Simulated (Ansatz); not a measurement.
# Is this BaTe structure a true minimum?

It was reached by relaxing an invented guess, and it needn't be the stable form of this composition.

Theory: DFT PBE, scalar-relativistic, plane waves, PAW (Ansatz 0.2.0). Plane waves to 420 eV, a k mesh through Γ of 9×9×6 on the computed 2-atom cell and Gaussian smearing (0.02 eV); no spin polarisation.

The cell below (2 atoms, space group P-6m2 (No. 187)) is relaxed within its symmetry.

```
Ba Te
1.0
     4.80679    0.00000    0.00000
    -2.40340    4.16280    0.00000
     0.00000    0.00000    4.40909
Ba Te
1 1
Direct
  0.33333 0.66667 0.50000
  0.00000 0.00000 0.00000
```

For the test a repeat of it with 4 atoms (edges 4.41, 4.81, 8.33 Å) was strained at random (σ = 1.5 % a component), the atoms were moved at random (σ = 0.10 Å), and all was relaxed again on a coarse 4×4×2 mesh (in the run’s order of axes) with 0.10 eV smearing, with no symmetry imposed.

These runs have no spin–orbit coupling, which can matter for Te.

**Question.** Does it come back?

**Answer.** It returns, within 1 meV/atom of the unmoved cell on that mesh and with the same symmetry when read at 0.1 Å (P1 at 0.01 Å, so small strains and shifts remain). No instability shows in this cell; modes of other wave vectors, which need another repeat, aren't tested.
